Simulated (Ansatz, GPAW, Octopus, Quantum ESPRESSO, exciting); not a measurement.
# Ti3Al: 6 runs at one level of theory

```
Ti Al
1.0
     2.92754    0.00000    0.00000
    -1.46377    2.53533    0.00000
     0.00000    0.00000    9.22636
Ti Al
3 1
Cartesian
  0.0000 1.6902 2.3011
  0.0000 1.6902 6.9253
  1.4638 0.8451 0.0000
  1.4638 0.8451 4.6132
```

The cell comes from a database or a generator and needn't be the stable form of this composition.

Alike in all runs: task single point; functional PBEsol; k mesh 10 × 10 × 3; occupations fermi-dirac, width 0.05 eV; no spin polarisation; no spin-orbit coupling. Pressure is positive in compression and, in plane waves, holds the error of the finite cutoff, which Ansatz's Pulay term estimates and takes out.

```tsv
program and potentials	plane-wave cutoff (eV)	notes	pressure (GPa)	largest force (eV/Å)
Ansatz, Ansatz PAW	420	potentials made for PBE, which Ansatz adapts in part; Pulay term of +0.02 GPa included	-3.43	0.080
Octopus, pseudodojo_pbesol (PseudoDojo 0.4, PBEsol)	-	-	-	?
GPAW, PAW data sets generated for this functional	600	-	-3.73	0.076
Quantum ESPRESSO, GBRV 1.5 PBEsol	612	-	-3.47	0.079
exciting, all-electron LAPW+lo, shipped species files, valence relativity iora*	-	-	-	0.081
Ansatz, all-electron LAPW, scalar-relativistic	-	-	-3.44	0.080
```

Q: Estimate from the other rows what the run with Octopus, pseudodojo_pbesol (PseudoDojo 0.4, PBEsol) gave.

A: Largest force 0.075 eV/Å. The other rows, which needn't bracket it: pressure -3.73 to -3.43; largest force 0.076 to 0.081.
